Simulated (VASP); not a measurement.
Write the native input for VASP 6.6.1 that does the following.

* Task: single point
* Functional: PBE
* Potentials or basis: VASP PAW PBE potentials, release 64 (Mg, Se)
* Cutoff: 520 eV
* k mesh: 6 × 6 × 8
* Occupations: fermi-dirac, width 0.05 eV
* Spin: no spin polarisation
* Further INCAR settings: ALGO = Normal; EDIFF = 1e-07; NBANDS = 18

The structure of MgSe3 lies in POSCAR:

```
MgSe3
1.0
    5.4937900000      0.0000000000      0.0000000000
   -2.7469000000      4.7577600000      0.0000000000
    0.0000000000      0.0000000000      3.5852900000
Mg Se
1 3
Direct
    0.0000000000      0.0000000000      0.0000000000
    0.5000000000      0.0000000000      0.5000000000
    0.0000000000      0.5000000000      0.5000000000
    0.5000000000      0.5000000000      0.5000000000
```

The cell was built by a generator and needn't be a form met in nature.

These files were run (other wordings do the same):

INCAR

```
SYSTEM = MgSe3
ALGO = Normal
EDIFF = 1E-7
ENCUT = 520
GGA = PE
ISIF = 2
ISMEAR = -1
LASPH = .TRUE.
LCHARG = .FALSE.
LREAL = .FALSE.
LWAVE = .FALSE.
NBANDS = 18
NELM = 100
PREC = Accurate
SIGMA = 0.05
```

KPOINTS

```
k-points
0
G
  6 6 8
  0 0 0
```

Potentials or basis: VASP PAW PBE potentials, release 64 (Mg, Se).

Launch:

```bash
$ cat potpaw_PBE.64/Mg/POTCAR potpaw_PBE.64/Se/POTCAR > POTCAR
$ mpirun -np 1 vasp_std > vasp.out
```

It gave:

- Pressure: 0.4 GPa
- Band gap on the k mesh: none (metal or under the smearing width)

It took 25 s on 1 thread of Intel(R) Xeon(R) 6975P-C (Granite Rapids), on a shared host, peak memory 0.24 GiB.
